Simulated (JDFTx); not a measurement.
Wanted: the native input for a JDFTx 1.7.0 (patched build) run.

* Task: single point
* Functional: PBEsol
* Potentials or basis: PseudoDojo-SR-PBEsol-0.4.1-standard with smoothed tails
* Cutoff: 1116 eV
* Density cutoff: 8925 eV
* k mesh: 10 × 10 × 9
* Occupations: fermi-dirac, width 0.05 eV
* Spin: no spin polarisation
* Local potential set to -Z/r beyond: 6 bohr
* Bands: 15
* Density cutoff over wavefunction cutoff: 8
* Max SCF steps: 100
* SCF threshold on the energy: 1e-09 Ha
* Solver of the electrons: scf
* Further solve for the empty bands: yes

The system is WC (Qusongite).

```
W C
1.0
     2.90650    0.00000    0.00000
    -1.45325    2.51710    0.00000
     0.00000    0.00000    2.83660
W C
1 1
Direct
  0.00594 0.00668 0.01947
  0.68209 0.32485 0.51994
```

The cell isn't the ideal one: atoms moved at random, drawn with an rms of 0.05 Å.

These files were run (other wordings do the same):

WC.in

```
lattice \
    5.4924889812    -2.7462444906     0.0000000000 \
    0.0000000000     4.7566349877     0.0000000000 \
    0.0000000000     0.0000000000     5.3603971251
coords-type Lattice
ion W      0.0059450000     0.0066780000     0.0194740000 1
ion C      0.6820890000     0.3248480000     0.5199400000 1

ion-species pseudo/W.upf
ion-species pseudo/C.upf
elec-cutoff 41 328
elec-ex-corr gga-PBEsol
kpoint-folding 10 10 9
elec-smearing Fermi 0.0018374661
elec-n-bands 15
electronic-SCF nIterations 100 energyDiffThreshold 1e-09
electronic-minimize nIterations 30 energyDiffThreshold 1e-7
converge-empty-states yes
forces-output-coords Cartesian

dump-name run.$VAR
dump End Ecomponents EigStats BandEigs Kpoints Forces Stress ElecDensity Dtot KEdensity
```

Potentials or basis: PseudoDojo-SR-PBEsol-0.4.1-standard with smoothed tails.

Run with:

```sh
$ jdftx -c 1 -i WC.in -o WC.out
```

Results of the run:

* Pressure: -2.5 GPa
* Largest force: 1.028 eV/Å
* Band gap on the k mesh: none (metal or under the smearing width)
* Loewdin charges: W +0.77; C -0.69 e

It took 3.5 min on 1 thread of Intel(R) Xeon(R) 6975P-C (Granite Rapids), with other jobs on the host, peak memory 0.72 GiB.
